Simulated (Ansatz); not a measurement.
**InP: relaxation of cell and atoms with PBEsol+D3(BJ)**

Crystal: InP.

```
CELL_PARAMETERS angstrom
0.00000 2.93050 2.93050
2.93050 0.00000 2.93050
2.93050 2.93050 0.00000
ATOMIC_POSITIONS crystal
In 0.00000 0.00000 0.00000
P 0.75000 0.75000 0.75000
```

* Program: Ansatz 0.2.0
* Task: relaxation of cell and atoms
* Functional: PBEsol
* Dispersion: D3(BJ)
* Potentials or basis: Ansatz PAW
* Cutoff: 420 eV (not typed: the program's choice for these potentials)
* k mesh: 8 × 8 × 8
* Occupations: fermi-dirac, width 0.05 eV
* Spin: no spin polarisation

```json
{
  "Relaxed volume": "24.70 Å³/atom",
  "Relaxed cell": "a = 4.118 Å, b = 4.118 Å, c = 4.118 Å, α = 60.00°, β = 60.00°, γ = 60.00°",
  "Space group after relaxing (to 0.05 Å)": "F-43m (No. 216)",
  "Energy gained by relaxing": "2.0 meV/atom",
  "Ionic steps": "4",
  "Pressure after relaxing": "0.0 GPa",
  "Band gap on the k mesh": "0.72 eV, direct"
}
```

Step by step:
```
step  energy change (eV)  largest force (eV/Å)  volume (Å³)
   1              0.0000                0.0000        50.33
   2             -0.0041                0.0000        49.24
   3             -0.0041                0.0000        49.40
   4             -0.0039                0.0000        49.40
```

Final structure:
```
In P
1.0
     0.00000    2.91220    2.91220
     2.91220    0.00000    2.91220
     2.91220    2.91220    0.00000
In P
1 1
Direct
  0.00000 0.00000 0.00000
  0.75000 0.75000 0.75000
```

Levels at points of the mesh, in eV from the valence-band top:
| k point | band 6 | band 7 | band 8 | band 9 | band 10 | band 11 | band 12 | band 13 |
| --- | --- | --- | --- | --- | --- | --- | --- | --- |
| (0.00, 0.00, 0.00) | -11.68 | 0.00 | 0.00 | 0.00 | 0.72 | 4.01 | 4.01 | 4.01 |
| (0.00, 0.00, -0.50) | -9.86 | -5.90 | -1.01 | -1.01 | 1.45 | 4.73 | 4.73 | 6.98 |
| (0.00, -0.50, -0.50) | -9.18 | -5.90 | -2.42 | -2.42 | 1.60 | 2.16 | 9.21 | 9.64 |

It took 9.7 s on 2 threads of Intel(R) Xeon(R) Processor @ 2.70GHz, with other jobs on the host, peak memory 0.37 GiB.

Caveat: the plane-wave basis is chosen anew once the cell has moved, so the energies of steps on either side of that aren't comparable; spin-orbit coupling is left out, which moves the levels of the heavy elements; the PAW data sets come from PBE, with cores solved anew for the run's functional, which leaves a small shift of forces and pressure. A hybrid or GW would open this gap; PBEsol tends to underestimate it.
